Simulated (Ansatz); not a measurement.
**Step by step: PbS2, relaxation of cell and atoms**

These are results of Ansatz 0.2.0, DFT, PBE, PAW with Ansatz's default frozen-core files, scalar-relativistic, not measurements.

Command: `ansatz run input.yaml --threads 1 --pin off --max-ram 3072MiB --backend cpu --events-out ev --progress --plain --runs-dir out` The run took 18 s on 1 thread of Arm Neoverse V1, with other jobs on the host.

```yaml
crystal:
  lattice:
    - [0.0, 3.1110484423, 3.1110484423]
    - [3.1110484423, 0.0, 3.1110484423]
    - [3.1110484423, 3.1110484423, 0.0]
  atoms:
    - { symbol: Pb, position: [0.0, 0.0, 0.0] }
    - { symbol: S, position: [0.25, 0.25, 0.25] }
    - { symbol: S, position: [0.75, 0.75, 0.75] }
kpoints:
  mp_grid: { grid: [9, 9, 9] }
scf:
  occupations: { method: fermi_dirac, width: 0.03 }
hamiltonian:
  xc: pbe
  pseudopotentials: { kind: paw }
output:
  forces: true
  stress: true
relax:
  f_tol: 0.005
  max_steps: 80
  cell: {}
```

No spin–orbit coupling, which matters for the heavy atoms here.

The cell is built from the fluorite type as a first guess.

The cutoff is 420 eV; energies and pressures of the walk include the program's estimate of the Pulay term.

Each frame lists the cell vectors (Å), then Cartesian positions (Å); symmetry keeps all forces zero. Free energies count from the first step, -13708.7454 eV.

The walk took 8 evaluations in all; steps that aren't listed are left out.

Step 1: E = 0.0 meV, P = 21.59 GPa

```
cell 0.0000 3.1110 3.1110 3.1110 0.0000 3.1110 3.1110 3.1110 0.0000
Pb    0.0000    0.0000    0.0000
S     1.5555    1.5555    1.5555
S     4.6666    4.6666    4.6666
```

Step 2: E = -765.8 meV, P = 6.81 GPa

```
cell 0.0000 3.2627 3.2627 3.2627 0.0000 3.2627 3.2627 3.2627 0.0000
Pb    0.0000    0.0000    0.0000
S     1.6314    1.6314    1.6314
S     4.8941    4.8941    4.8941
```

Step 3: E = -907.7 meV, P = 2.16 GPa

```
cell 0.0000 3.3432 3.3432 3.3432 0.0000 3.3432 3.3432 3.3432 0.0000
Pb    0.0000    0.0000    0.0000
S     1.6716    1.6716    1.6716
S     5.0148    5.0148    5.0148
```

Step 4: E = -928.7 meV, P = -0.32 GPa

```
cell 0.0000 3.4013 3.4013 3.4013 0.0000 3.4013 3.4013 3.4013 0.0000
Pb    0.0000    0.0000    0.0000
S     1.7006    1.7006    1.7006
S     5.1019    5.1019    5.1019
```

How does the relaxation end?

It converges, with a = 6.789 Å, b = 6.789 Å, c = 6.789 Å, α = 90.00°, β = 90.00°, γ = 90.00° (conventional cell, space group Fm-3m). The last solve (on a basis chosen afresh for the final cell, so its energy is not quite comparable) gives E = -932.5 meV, P = 0.00 GPa:
```
cell 0.0000 3.3944 3.3944 3.3944 0.0000 3.3944 3.3944 3.3944 0.0000
Pb    0.0000    0.0000    0.0000
S     1.6972    1.6972    1.6972
S     5.0916    5.0916    5.0916
```
